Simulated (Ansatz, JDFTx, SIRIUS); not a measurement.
**BAs: 3 runs at one level of theory**

```
CELL_PARAMETERS angstrom
0.00000 2.38850 2.38850
2.38850 0.00000 2.38850
2.38850 2.38850 0.00000
ATOMIC_POSITIONS crystal
As 0.75000 0.75000 0.75000
B 0.00000 0.00000 0.00000
```

Alike in all runs: task equation of state; functional RPBE; k mesh 10 × 10 × 10; occupations fermi-dirac, width 0.05 eV; no spin polarisation; no spin-orbit coupling.

| program and potentials | plane-wave cutoff (eV) | notes | equilibrium volume (Å³/atom) | bulk modulus (GPa) |
| --- | --- | --- | --- | --- |
| Ansatz, Ansatz PAW | 420 | potentials made for PBE, which Ansatz adapts in part | 14.18 | 124.8 |
| JDFTx, PseudoDojo-SR-PBE-0.5-standard with smoothed tails | 1143 | potentials made for PBE | 14.13 | 125.8 |
| SIRIUS, all-electron FP-LAPW, apw+lo standard | - | - | 14.18 | 125.6 |

The equilibrium volume spans 14.13 (JDFTx, PseudoDojo-SR-PBE-0.5-standard with smoothed tails) to 14.18 Å³/atom (Ansatz, Ansatz PAW), with all-electron results at 14.18. The bulk modulus spans 124.8 (Ansatz, Ansatz PAW) to 125.8 GPa (JDFTx, PseudoDojo-SR-PBE-0.5-standard with smoothed tails), with all-electron results at 125.6. Some sets were made for another functional than the one run, which can shift their rows.

The functional is the same throughout but for its coding, so the spread measures potentials, basis and numerics; runs on potential files found faulty are left out.

The three runs describe essentially the same equation of state: the all-electron volume of 14.18 Å³/atom is matched by the PAW run and missed only slightly by the pseudopotential run, whose 14.13 Å³/atom goes with the highest bulk modulus, as expected for a marginally tighter lattice. BAs owes its stiffness to short, strongly directional sp³ bonds between atoms of similar electronegativity, with the small boron atom, which has no p shell in its core, allowing close approach and good overlap.

Even so, all three runs give a crystal that is larger and clearly softer than the real material. This is the usual behaviour of RPBE in solids: its strong gradient enhancement favours inhomogeneous densities, which weakens bonds, lengthens them and flattens the energy curve around the minimum. Because the all-electron result shows the same deviation, it belongs to the functional rather than to the potentials. The close agreement therefore supports the numerical soundness of the RPBE equation of state, but not its use as a quantitative prediction of the compressibility of BAs.
